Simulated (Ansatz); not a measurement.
## GaN under changes of volume

One of the cells (11.310 Å³/atom); the others are scaled copies at fixed shape and fractional positions:

```
CELL_PARAMETERS angstrom
3.18000 0.00000 0.00000
-1.59000 2.75396 0.00000
0.00000 0.00000 5.16600
ATOMIC_POSITIONS crystal
Ga 0.66667 0.33333 0.50000
Ga 0.33333 0.66667 0.00000
N 0.66667 0.33333 0.87500
N 0.33333 0.66667 0.37500
```

* Program: Ansatz 0.2.0
* Functional: PBEsol
* Potentials or basis: all-electron LAPW, scalar-relativistic
* Cutoff: 395 eV (chosen from the basis error)
* Basis error allowed: 0.002 eV/atom
* k mesh: 10 × 10 × 5
* Occupations: fermi-dirac, width 0.05 eV
* Spin: no spin polarisation

```csv
volume (Å³/atom),energy over the lowest point (meV/atom),pressure (GPa),gap on the mesh (eV),largest force (eV/Å)
10.632,?,?,?,?
10.858,14.61,9.6,2.20,0.144
11.084,4.26,5.1,2.06,0.138
11.310,0.00,1.0,1.92,0.133
11.537,1.19,-2.6,1.79,0.127
11.763,7.29,-5.9,1.66,0.122
11.989,17.80,-8.9,1.54,0.117
```

Task: What does the run at 10.632 Å³/atom give?

Result: Energy over the lowest point 31.71 meV/atom; pressure 14.7 GPa; gap on the mesh 2.33 eV; largest force 0.150 eV/Å.

Worked out: A Birch-Murnaghan fit of order 3 (a polynomial in V^(-2/3)) to the other rows has its minimum at 11.37 Å³/atom with B0 = V·E''(V) = 189 GPa and B' = 4.4 at fixed shape and positions, which overstates the stiffness. It gives 31.71 meV/atom at 10.632 Å³/atom, against the run's 31.71, and -dE/dV = 14.7 GPa, against 14.7. A straight line through the other rows of the gap, of slope -6.68 eV per unit of ln V (its deformation potential), extrapolates to 2.34 eV, against the run's 2.33.

Energies are extrapolated to zero smearing.

Spin-orbit coupling on Ga is left out.
